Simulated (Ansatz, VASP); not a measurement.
## One calculation of CdF2, two programs

Contents of INCAR:

```
SYSTEM = CdF2
PREC = Accurate
ENCUT = 520
EDIFF = 1E-6
ISMEAR = -1
SIGMA = 0.02
LREAL = .FALSE.
LASPH = .TRUE.
NELM = 100
ALGO = Normal
ISIF = 2
LWAVE = .FALSE.
LCHARG = .FALSE.
GGA = PE
NBANDS = 20
```

KPOINTS

```
regular mesh
0
G
  8 8 8
  0 0 0
```

POSCAR

```
CdF2
1.0
   -0.0153568128      2.6941776810      2.6941776810
    2.6941776810     -0.0153568128      2.6941776810
    2.6788208683      2.6788208683      0.0000000000
Cd F
1 2
Direct
    0.0000000000      0.0000000000      0.0000000000
    0.2506371142      0.2506371142      0.2493628858
    0.7493628858      0.7493628858      0.7506371142
```

Input for Ansatz:

```yaml
crystal:
  lattice:
    - [-0.0153568128, 2.694177681, 2.694177681]
    - [2.694177681, -0.0153568128, 2.694177681]
    - [2.6788208683, 2.6788208683, 0.0]
  atoms:
    - { symbol: Cd, position: [0.0, 0.0, 0.0] }
    - { symbol: F, position: [0.2506371142, 0.2506371142, 0.2493628858] }
    - { symbol: F, position: [0.7493628858, 0.7493628858, 0.7506371142] }
kpoints:
  mp_grid: { grid: [8, 8, 8] }
  band_path:
    path:
      - [0.0, 0.0, 0.0]
      - [0.5, 0.0, 0.5]
      - [0.625, 0.25, 0.625]
      - [0.375, 0.375, 0.75]
      - [0.5, 0.5, 0.5]
      - [0.5, 0.25, 0.75]
      - [0.25, -0.494792, -0.244792]
    npoints: 1
hamiltonian:
  xc: pbe
scf:
  occupations: { method: fermi_dirac, width: 0.02 }
  n_extra_bands: 4
output:
  forces: true
  stress: true
  eigenvalues: true
```

Change from the starting cell: shear_xy strain -1.1%.

Alike in both runs: task single point; functional PBE; k mesh 8 × 8 × 8; occupations fermi-dirac, width 0.02 eV; no spin polarisation.

|  | VASP | Ansatz |
| --- | --- | --- |
| version | VASP 6.6.1 | Ansatz 0.2.0 |
| potentials or method | VASP PAW PBE potentials, release 64 (Cd, F) | plane waves, PAW |
| plane-wave cutoff (eV) | 520 | 420 |
| valence electrons in the cell | 26 | 34 |

|  | VASP | Ansatz | Ansatz less VASP |
| --- | --- | --- | --- |
| gap on the k mesh at the Fermi level (eV) | 3.07 | 3.10 | +0.033 |
| pressure (GPa) | 6.2 | 5.4 | -0.75 |
| largest component of the traceless stress (GPa) | 0.29 | 0.26 | -0.036 |
| rms of the force components (eV/Å) | 0.004 | 0.002 | -0.0020 |

Atom by atom the forces differ by 0.002 eV/Å (rms over components). The two sets of potentials don't hold the same shells in valence.

A k mesh can miss the band edges.
